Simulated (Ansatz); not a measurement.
Runs of Ansatz 0.2.0 on TiO2. Symmetry: C2/m, No. 12, monoclinic system. The conventional cell has a = 12.307 Å, b = 3.767 Å, c = 6.616 Å, α = 90.00°, β = 106.95°, γ = 90.00°. Around Ti (site symmetry m) lie 4 O at 1.86 to 1.94 Å. Around Ti (site symmetry m) lie 5 O at 1.78 to 2.03 Å. O (site symmetry m) is surrounded by 3 Ti at 1.94 to 2.03 Å. O (site symmetry m) has 3 Ti at 1.96 to 2.16 Å as nearest neighbours. O (site symmetry m) has 2 Ti at 1.78 to 1.87 Å as nearest neighbours. O (site symmetry m) has 2 Ti at 1.86 to 1.93 Å as nearest neighbours. The cell comes from a database or a generator and needn't be the stable form of this composition.

```csv
level,cutoff (eV),gap on the mesh (eV),pressure (GPa),largest force (eV/Å)
RPBE,420,2.81,3.0,0.20
revPBE,420,2.80,1.9,(a)
BLYP,420,2.76,3.2,0.24
PBEsol,420,2.74,-6.7,0.15
r2SCAN,500,(b),-5.6,0.26
```

Alike in all rows: task band structure; potentials or basis Ansatz PAW; no spin polarisation; cell as given; k mesh 6 × 6 × 3; smearing fermi-dirac 0.05 eV.

Question: Estimate the missing entries.

Answer: (a) 0.19; (b) 3.14.

Caveats: the PAW data sets come from PBE, with cores solved anew for the run's functional, which leaves a small shift of forces and pressure.

A k mesh can miss the band edges.
